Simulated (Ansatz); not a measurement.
Pressure series in KF

Consider KF in the rock salt structure (space group Fm-3m, No. 225).

```
KF
1.0
    0.00000     2.65339     2.65339
    2.65339     0.00000     2.65339
    2.65339     2.65339     0.00000
K F
1 1
Cartesian
  0.00000   0.00000   0.00000
  2.65339   2.65339   2.65339
```

Cell and atoms are relaxed at each pressure.

The values are results of Kohn–Sham DFT with the PBEsol functional, run in Ansatz (a quantum-chemistry and plane-wave program) with PAW and 420 eV plane waves, without spin-orbit coupling, not measurements.

```csv
pressure (GPa),volume per atom (Å³/atom)
-1,19.296
0,18.681
0.3,18.513
0.7,18.307
1.5,?
3,17.330
5,16.672
7.5,16.013
10,15.472
```

### Question
Fit the third-order Birch–Murnaghan form P(V) = (3B₀/2)[(V₀/V)^(7/3) − (V₀/V)^(5/3)]·[1 + (3/4)(B₀′ − 4)((V₀/V)^(2/3) − 1)] (squares taken in P) to the rows shown and predict the withheld row.

### Answer
Least squares on the printed values gives V₀ = 18.678 Å³/atom, B₀ = 33.2 GPa, B₀′ = 5.0; this predicts 17.931 Å³/atom, and the run gives 17.932 Å³/atom, in agreement.

Measured bulk modulus of KF: 34.2 GPa (0 K or low temperature; as listed in Klaus Doll, Hermann Stoll, Phys. Rev. B (1997)); the computed value is 3 % below it.

Load acts through the strain it causes; cell and atoms are relaxed under it. Stability against distortions was not tested. No other phases were tried under pressure.
